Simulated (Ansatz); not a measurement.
# NaI: the cost of one run

Method: DFT PBEsol, all-electron LAPW, scalar-relativistic unless said, in Ansatz 0.2.0.

## Step 1: The starting structure

Symmetry: Fm-3m, No. 225, cubic system. The conventional cell has a = 6.400 Å, b = 6.400 Å, c = 6.400 Å, α = 90.00°, β = 90.00°, γ = 90.00°. Around Na (site symmetry m-3m) lie 6 I at 3.20 Å. I (site symmetry m-3m) has 6 Na at 3.20 Å as nearest neighbours.

Coordinates:

```cif
data_structure
_symmetry_space_group_name_H-M 'Fm-3m'
_symmetry_Int_Tables_number 225
_cell_length_a 6.4005
_cell_length_b 6.4005
_cell_length_c 6.4005
_cell_angle_alpha 90.000
_cell_angle_beta 90.000
_cell_angle_gamma 90.000
_cell_volume 262.21
loop_
_atom_site_label
_atom_site_type_symbol
_atom_site_symmetry_multiplicity
_atom_site_Wyckoff_symbol
_atom_site_fract_x
_atom_site_fract_y
_atom_site_fract_z
_atom_site_occupancy
Na1 Na 4 a 0.00000 0.00000 0.00000 1
I1 I 4 b 0.00000 0.50000 0.00000 1
```

Cartesian axes are those of the input's lattice vectors. The structure goes back to a database entry.

## Step 2: Reference run, fine mesh, LAPW

Contents of input.yaml:

```yaml
crystal:
  lattice:
    - [3.20024969411, 3.20024969411, 0.0]
    - [-3.20024969411, 3.20024969411, 0.0]
    - [0.0, 3.20024969411, 3.20024969411]
  atoms:
    - { symbol: Na, position: [0.0, 0.0, 0.0] }
    - { symbol: I, position: [0.5, 0.5, 0.0] }
kpoints:
  mp_grid: { grid: [6, 6, 6] }
scf:
  occupations: { method: fixed }
hamiltonian:
  xc: pbesol
  pseudopotentials: { kind: all_electron, lapw: { basis_error: 0.001 } }
magnetization:
  noncollinear: true
  spin_orbit: true
output:
  forces: true
  stress: true
  eigenvalues: true
  eigenstates:
    nscf_kmesh: { grid: [10, 10, 10] }
    de_dk: true
    e_range: [-9, 13.59757496081]
checkpoint:
  write: ck
  write_wavefunctions: false
```

Launch:

```sh
$ ansatz run input.yaml --threads 1 --pin off --max-ram 3072MiB --backend cpu --events-out ev --progress --plain --runs-dir out
```

**Question.** How long does this run take on 1 thread of Arm Neoverse V1, shared host, and how much memory does it need?

About 50 s, with a peak of 0.32 GiB.
